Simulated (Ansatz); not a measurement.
One structure, 3 elements: BeS, BeSe, BeTe

Plane-wave DFT in Ansatz with scalar-relativistic PAW potentials, cutoff 420 eV, Γ-centred meshes chosen by cell and gap, Gaussian smearing with energies taken to zero width. Every cell was relaxed (cell and atoms) in a run of its own, within the symmetry of its start. Functional: PBE.

All members share space group F-43m and the same sites; only the element on one set of sites changes (S, Se, Te). Members needn't be the stable form of their composition. Energies over the elements, where given, are against the elements' standard states in the same functional (H₂, N₂, O₂ and halogens uncorrected, Hg as a solid). The first member:

Space group F-43m (No. 216). a = 4.876 Å, b = 4.876 Å, c = 4.876 Å, α = 90.00°, β = 90.00°, γ = 90.00°
```
atom site symmetry x y z
  Be    4a      -43m  0.0000  0.0000  0.0000
   S    4c      -43m  0.2500  0.2500  0.2500
```

How do size, gap and binding change down the group?

```csv
compound,V (Å³/atom),a (Å),gap on mesh (eV),energy over elements (eV/atom)
BeS,14.49,4.876,3.15,-1.070
BeSe,17.35,5.178,2.67,-0.797
BeTe,22.70,5.663,2.03,-0.361
```

Over the series the volume grows at each step down the group; the gap narrows; binding against the elements weakens. The p levels of the anion rise down the group and lift the valence band, the usual cause of such narrowing. Less electronegative, larger anions gain less from charge transfer and lattice energy, in line with the weaker binding.

Spin-orbit coupling is left out, which matters for the bands of heavy elements.